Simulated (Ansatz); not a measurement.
# Band table of Na2S

```xyz
3
Lattice="0.0000 3.2630 3.2630 3.2630 0.0000 3.2630 3.2630 3.2630 0.0000" Properties=species:S:1:pos:R:3 pbc="T T T"
Na    1.6315    1.6315    1.6315
Na    4.8945    4.8945    4.8945
S     0.0000    0.0000    0.0000
```

Atoms are numbered in the order listed.

The cell is COD entry 1011374, as deposited and not checked against the literature; nothing was relaxed.

These are results of DFT, PBE, all-electron LAPW, scalar-relativistic (Ansatz 0.2.0), not measurements.

The runs use a Γ-centred 8×8×8 k mesh, Fermi–Dirac smearing of 0.02 eV, basis error target 0.5 meV/atom, no spin polarisation.

Path points, in fractions of the reciprocal vectors: Γ (0.000, 0.000, 0.000), X (0.500, 0.000, 0.500), U (0.625, 0.250, 0.625), K (0.375, 0.375, 0.750), L (0.500, 0.500, 0.500), W (0.500, 0.250, 0.750). Levels in eV from the valence-band top; bands 13 to 18, counted from the lowest band of the run. The gap is 2.51 eV, direct at Γ.

```
# k(1/Å) point b13 b14 b15 b16 b17 b18
0.000 Γ -10.15 0.00 0.00 0.00 2.51 7.75
0.120 - -10.14 -0.12 -0.02 -0.02 2.69 7.66
0.241 - -10.10 -0.39 -0.07 -0.07 3.13 7.41
0.361 - -10.05 -0.70 -0.15 -0.15 3.67 7.08
0.481 - -9.99 -0.98 -0.24 -0.24 4.10 6.74
0.602 - -9.93 -1.20 -0.33 -0.33 4.22 6.44
0.722 - -9.87 -1.35 -0.40 -0.40 4.08 6.21
0.842 - -9.84 -1.45 -0.44 -0.44 3.92 6.07
0.963 X -9.82 -1.48 -0.46 -0.46 3.85 6.02
1.005 - -9.82 -1.47 -0.47 -0.46 3.86 6.03
1.048 - -9.82 -1.46 -0.50 -0.45 3.90 6.07
1.090 - -9.82 -1.44 -0.55 -0.44 3.97 6.12
1.133 - -9.82 -1.41 -0.61 -0.43 4.06 6.20
1.176 - -9.82 -1.38 -0.69 -0.42 4.16 6.28
1.218 - -9.82 -1.34 -0.77 -0.40 4.28 6.36
1.261 - -9.83 -1.29 -0.85 -0.38 4.41 6.42
1.303 U -9.83 -1.23 -0.93 -0.35 4.55 6.44
1.377 - -9.83 -1.20 -0.96 -0.36 4.65 6.46
1.451 - -9.83 -1.19 -0.95 -0.39 4.79 6.49
1.524 - -9.83 -1.18 -0.93 -0.43 4.91 6.51
1.598 - -9.83 -1.18 -0.91 -0.45 4.97 6.51
1.672 - -9.83 -1.18 -0.93 -0.43 4.91 6.51
1.745 - -9.83 -1.19 -0.95 -0.39 4.79 6.49
1.819 - -9.83 -1.20 -0.96 -0.36 4.65 6.46
1.893 K -9.83 -1.23 -0.93 -0.35 4.55 6.44
2.020 - -9.84 -1.14 -1.04 -0.27 5.02 6.24
2.148 - -9.87 -1.26 -0.82 -0.19 5.45 5.83
2.276 - -9.92 -1.24 -0.59 -0.11 5.04 6.22
2.403 - -9.98 -1.10 -0.38 -0.06 4.41 6.83
2.531 - -10.04 -0.83 -0.21 -0.02 3.78 7.25
2.659 - -10.10 -0.48 -0.09 -0.01 3.19 7.45
2.786 - -10.13 -0.15 -0.02 0.00 2.71 7.66
2.914 Γ -10.15 0.00 0.00 0.00 2.51 7.75
3.018 - -10.14 -0.11 -0.01 -0.01 2.65 7.69
3.122 - -10.11 -0.37 -0.02 -0.02 2.99 7.53
3.227 - -10.07 -0.69 -0.04 -0.04 3.42 7.31
3.331 - -10.03 -1.01 -0.07 -0.07 3.87 7.07
3.435 - -9.98 -1.27 -0.09 -0.09 4.26 6.85
3.539 - -9.94 -1.48 -0.11 -0.11 4.56 6.66
3.644 - -9.91 -1.61 -0.13 -0.13 4.75 6.53
3.748 L -9.90 -1.65 -0.13 -0.13 4.82 6.48
3.833 - -9.90 -1.63 -0.17 -0.14 4.89 6.32
3.918 - -9.89 -1.59 -0.29 -0.17 5.10 6.01
4.003 - -9.88 -1.52 -0.45 -0.21 5.40 5.69
4.088 - -9.86 -1.42 -0.62 -0.27 5.39 5.75
4.173 - -9.85 -1.30 -0.78 -0.35 5.15 6.13
4.258 - -9.83 -1.18 -0.91 -0.45 4.97 6.51
4.343 - -9.82 -1.07 -0.99 -0.54 4.86 6.90
4.429 W -9.82 -1.02 -1.02 -0.58 4.82 7.25
4.489 - -9.82 -1.12 -0.92 -0.58 4.76 7.01
4.549 - -9.82 -1.21 -0.82 -0.57 4.62 6.78
4.609 - -9.82 -1.28 -0.73 -0.55 4.44 6.57
4.669 - -9.82 -1.35 -0.64 -0.52 4.25 6.38
4.729 - -9.82 -1.41 -0.57 -0.50 4.09 6.23
4.790 - -9.82 -1.44 -0.51 -0.48 3.96 6.12
4.850 - -9.82 -1.47 -0.47 -0.46 3.88 6.04
4.910 X -9.82 -1.48 -0.46 -0.46 3.85 6.02
```
